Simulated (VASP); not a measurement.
RuS2:

```
Ru S
1.0
     3.52118    0.00000    0.00000
    -1.76059    3.04943    0.00000
     0.00000    0.00000    5.68039
Ru S
1 2
Direct
  0.00000 0.00000 0.00000
  0.33333 0.66667 0.25200
  0.66667 0.33333 0.74800
```

The cell comes from a database or a generator and needn't be the stable form of this composition.

Base run:

| Quantity | Value |
| --- | --- |
| Program | VASP 6.6.1 |
| Functional | r2SCAN |
| Potentials or basis | VASP PAW PBE potentials, release 64 (Ru_pv, S) |
| Cutoff | 520 eV |
| k mesh | 6 × 6 × 4 |
| Occupations | gaussian, width 0.05 eV |
| Spin | collinear spin, ferromagnetic start |
| Starting moments | [1.0, 0.0, 0.0] μB |
| Fixed moment | 1 μB |
| Hubbard terms | Ru d U = 4 eV |

Its results: pressure -11.4 GPa; net moment 1.00 μB per cell; site moments Ru +1.44; S -0.15 μB; largest force 1.151 eV/Å.

Question: The run is repeated on the same cell with these changes: fixed moment from 1 μB to none; hubbard terms from Ru d U = 4 eV to none. What comes out?

Answer: Pressure -12.2 GPa; net moment 1.88 μB per cell; site moments Ru +1.46; S +0.13 μB; largest force 1.404 eV/Å.

Caveats: the PAW data sets were made with another functional, which shifts forces and pressure a little; the total moment is fixed, so each spin has its own Fermi level (some runs).
